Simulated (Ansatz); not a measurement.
**VO2 under changes of volume**

One of the cells (10.308 Å³/atom); the others are scaled copies at fixed shape and fractional positions:

```xyz
6
Lattice="4.5072 0.0000 0.0000 0.0000 4.5072 0.0000 0.0000 0.0000 3.0444" Properties=species:S:1:pos:R:3 pbc="T T T"
V     2.2536    2.2536    1.5222
V     0.0000    0.0000    0.0000
O     0.9031    3.6041    1.5222
O     3.6041    0.9031    1.5222
O     3.1567    3.1567    0.0000
O     1.3505    1.3505    0.0000
```

The cell is a database's computed one.

* Program: Ansatz 0.2.0
* Functional: rPW86-PBE
* Dispersion: rVV10
* Potentials or basis: Ansatz PAW
* Cutoff: 420 eV (not typed: the program's choice for these potentials)
* k mesh: 6 × 6 × 9
* Occupations: fermi-dirac, width 0.05 eV
* Spin: collinear spin, ferromagnetic start
* Starting moments: [2.0, 2.0, 0.0, 0.0, 0.0, 0.0] μB

```csv
volume (Å³/atom),energy over the lowest point (meV/atom),pressure (GPa),largest force (eV/Å)
9.689,8.20,8.8,0.160
9.896,?,?,?
10.102,0.00,-1.8,0.173
10.308,5.43,-6.3,0.178
10.514,16.30,-10.3,0.183
10.720,32.03,-13.9,0.187
10.926,52.12,-17.1,0.190
```

Problem. What does the run at 9.896 Å³/atom give?

Solution. Energy over the lowest point 0.65 meV/atom; pressure 3.2 GPa; largest force 0.166 eV/Å.

Worked out: A Birch-Murnaghan fit of order 3 (a polynomial in V^(-2/3)) to the other rows has its minimum at 10.02 Å³/atom with B0 = V·E''(V) = 241 GPa and B' = 4.5 at fixed shape and positions, which overstates the stiffness. It gives 0.67 meV/atom at 9.896 Å³/atom, against the run's 0.65, and -dE/dV = 3.1 GPa, against 3.2.

Energies are extrapolated to zero smearing.

Caveats: the PAW data sets come from PBE, with cores solved anew for the run's functional, which leaves a small shift of forces and pressure.
